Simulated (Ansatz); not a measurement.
Crystal: V, fcc type, 1 atom in the cell.

Method: Ansatz 0.2.0 development build, PBE, plane waves, PAW datasets (generated soft set 1).

Cutoff 420 eV; k-mesh 25×25×25 Γ-centred; Fermi–Dirac smearing of 0.0612 eV; no spin polarisation.

```tsv
V (Å³/atom)	a (Å)	E − E(min) (meV/atom)	P (GPa)
13.073	3.7395	30.23	12.27
13.351	3.7658	12.92	7.75
13.629	3.7918	3.08	3.66
13.908	3.8174	0.00	-0.05
14.186	3.8427	3.07	-3.42
14.742	3.8923	25.35	-9.22
```

Fit a third-order Birch–Murnaghan equation of state to the energies.

V₀ = 13.903 Å³/atom (a₀ = 3.817 Å), B₀ = 177 GPa, B₀′ = 3.90.

The published all-electron PBE values for this crystal (mean of FLEUR and WIEN2k, k-spacing 0.06 Å⁻¹; Bosoni et al., Nat. Rev. Phys. 6, 45 (2024)) are V₀ = 13.905 Å³/atom, B₀ = 176.1 GPa, B₀′ = 3.87. This run's mesh is coarser (spacing 0.11 Å⁻¹), so part of any difference comes from k-sampling.

The stress includes the program's correction for the finite plane-wave basis.

This cubic structure is a model: it isn't the usual form of the substance at ambient conditions, and such phases are metastable or hypothetical.
